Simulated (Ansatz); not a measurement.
System: LaAlO3 (model structure, started from the R-3c-perovskite type, R-3c, No. 167, 10 atoms in the cell). Method: r²SCAN+rVV10 (plane waves, PAW; Ansatz, an electronic-structure program).

Numerical settings: plane-wave cutoff 560 eV, 8×8×8 k mesh, Fermi–Dirac smearing 0.01 eV, scalar-relativistic PAW data made under PBE.

Cell (relaxed at this level):

```cif
data_Al6La6O18
_chemical_formula_sum 'La6 Al6 O18'
_space_group_name_H-M_alt 'R-3c :H'
_space_group_IT_number 167
_space_group_name_Hall '-R 3 2"c'
_cell_length_a 5.35224
_cell_length_b 5.35224
_cell_length_c 13.07415
_cell_angle_alpha 90.000
_cell_angle_beta 90.000
_cell_angle_gamma 120.000
loop_
_atom_site_label
_atom_site_type_symbol
_atom_site_symmetry_multiplicity
_atom_site_Wyckoff_symbol
_atom_site_fract_x
_atom_site_fract_y
_atom_site_fract_z
_atom_site_occupancy
La1 La 6 a 0.00000 0.00000 0.25000 1
Al1 Al 6 b 0.00000 0.00000 0.00000 1
O1 O 18 e 0.47261 0.47261 0.25000 1
```
(The calculation used a cell of 10 atoms; values per cell refer to that cell.)

Task: Estimate the band gap and smallest direct gap on the k points sampled that the calculation returns.

Result: 
* **band gap**: 4.33 eV
* **smallest direct gap on the k points sampled**: 4.38 eV

Spin–orbit coupling is not included.

Static lattice: no zero-point or thermal effects.

It cost roughly 50 core-seconds of CPU time.

A model structure was made by putting elements into a prototype or built by hand; here it ended with the formula and space group of a phase in our tables.
